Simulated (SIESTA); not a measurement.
Ir:

```
Ir
1.0
    -0.05454    1.93472    1.88742
     1.91776   -0.05212    1.88500
     1.87212    1.88667   -0.00648
Ir
1
Cartesian
  -0.0577 0.0377 0.0105
```

The cell isn't the ideal one: cell strained at random at fixed volume.

```yaml
Program: SIESTA 5.4.2
Task: relaxation of cell and atoms
Functional: APBE
Potentials_or_basis: PseudoDojo 0.4 stringent (PBE files)
Basis: TZ (energy shift 0.005 Ry)
Grid_cutoff: 800 Ry
Energy_shift: 0.005 Ry
k_mesh: 12 × 12 × 12, shifted
Occupations: fermi-dirac, width 0.05 eV
Spin: no spin polarisation
```

At the start: pressure 4.9 GPa; volume 14.06 Å³/atom.

Problem. Where does the relaxation end?

Solution. Over 7 steps the energy falls by 41.1 meV/atom and the volume is 14.17 Å³/atom (+0.8 %); space group Fm-3m (No. 225, to 0.05 Å).

The path:
```csv
step,energy change (eV),largest force (eV/Å),pressure (GPa),volume (Å³)
1,0.0000,0.0019,4.91,14.06
2,-0.0335,0.0030,-4.30,14.32
3,-0.0399,0.0017,1.58,14.11
4,-0.0408,0.0005,0.00,14.17
5,-0.0411,0.0016,-0.21,14.17
6,-0.0411,0.0018,-0.08,14.17
7,-0.0411,0.0018,-0.01,14.17
```

Final structure:
```cif
data_structure
_symmetry_space_group_name_H-M 'P 1'
_symmetry_Int_Tables_number 1
_cell_length_a 2.7166
_cell_length_b 2.7167
_cell_length_c 2.7169
_cell_angle_alpha 59.962
_cell_angle_beta 59.965
_cell_angle_gamma 59.960
_cell_volume 14.17
loop_
_atom_site_label
_atom_site_type_symbol
_atom_site_fract_x
_atom_site_fract_y
_atom_site_fract_z
_atom_site_occupancy
Ir1 Ir 0.02689 0.97866 0.99178 1
```

Caveat: the basis has no polarisation orbitals; semicore shells carry a single zeta, which can move pressures by several GPa and volumes by a few percent; the potentials were made for another functional, which shifts forces and pressure; the basis of atomic orbitals isn't converged, which shifts pressures, moduli and gaps.
